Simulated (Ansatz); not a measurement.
Crystal: Ag.

```
Ag
1.0
    -1.65565    1.65565    1.65565
     1.65565   -1.65565    1.65565
     1.65565    1.65565   -1.65565
Ag
1
Direct
  0.00000 0.00000 0.00000
```

This isn't the form of Ag at room conditions, which is fcc.

```yaml
Program: Ansatz 0.2.0
Task: relaxation of cell and atoms
Functional: RPBE
Potentials_or_basis: Ansatz PAW
Cutoff: "420 eV (not typed: the program's choice for these potentials)"
k_mesh: 11 × 11 × 11
Occupations: fermi-dirac, width 0.05 eV
Spin: no spin polarisation
```

At the start: volume 18.15 Å³/atom.

**Question.** How do energy, volume and symmetry change on relaxing?

**Answer.** It ends after 5 steps and the volume is 18.83 Å³/atom (+3.7 %); space group Im-3m (No. 229, to 0.05 Å).

Step by step:
```csv
step,energy change (eV),largest force (eV/Å),volume (Å³)
1,0.0000,0.0000,18.15
2,-0.0037,0.0000,19.24
3,-0.0057,0.0000,18.87
4,-0.0058,0.0000,18.83
5,-0.0060,0.0000,18.83
```

Final structure:
```xyz
1
Lattice="-1.6760 1.6760 1.6760 1.6760 -1.6760 1.6760 1.6760 1.6760 -1.6760" Properties=species:S:1:pos:R:3 pbc="T T T"
Ag    0.0000    0.0000    0.0000
```

Caveat: the plane-wave basis is chosen anew once the cell has moved, so the energies of steps on either side of that aren't comparable; the PAW data sets come from PBE, with cores solved anew for the run's functional, which leaves a small shift of forces and pressure.
